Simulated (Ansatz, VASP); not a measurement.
**Au in VASP and in Ansatz**

```
CELL_PARAMETERS angstrom
2.87143 0.00000 0.00000
-1.43571 2.48673 0.00000
0.00000 0.00000 4.97760
ATOMIC_POSITIONS crystal
Au 0.33333 0.66667 0.75000
Au 0.66667 0.33333 0.25000
```

Change from the starting cell: z stretched by +2 % at fixed volume.

Alike in both runs: task single point; functional PBE; k mesh 14 × 14 × 8; occupations fermi-dirac, width 0.03 eV; no spin polarisation.

|  | VASP | Ansatz |
| --- | --- | --- |
| version | VASP 6.6.1 | Ansatz 0.2.0 |
| potentials or method | VASP PAW PBE potentials, release 64 (Au), cutoff 520 eV | all-electron LAPW, scalar-relativistic |

|  | VASP | Ansatz | Ansatz less VASP |
| --- | --- | --- | --- |
| pressure (GPa) | 2.1 | 2.4 | +0.21 |
| largest component of the traceless stress (GPa) | 1.58 | 1.56 | -0.020 |

Ansatz ran all-electron here, so the differences hold the error of VASP's frozen core and of both bases.

The runs have no spin-orbit coupling, so splittings on Au are missing.
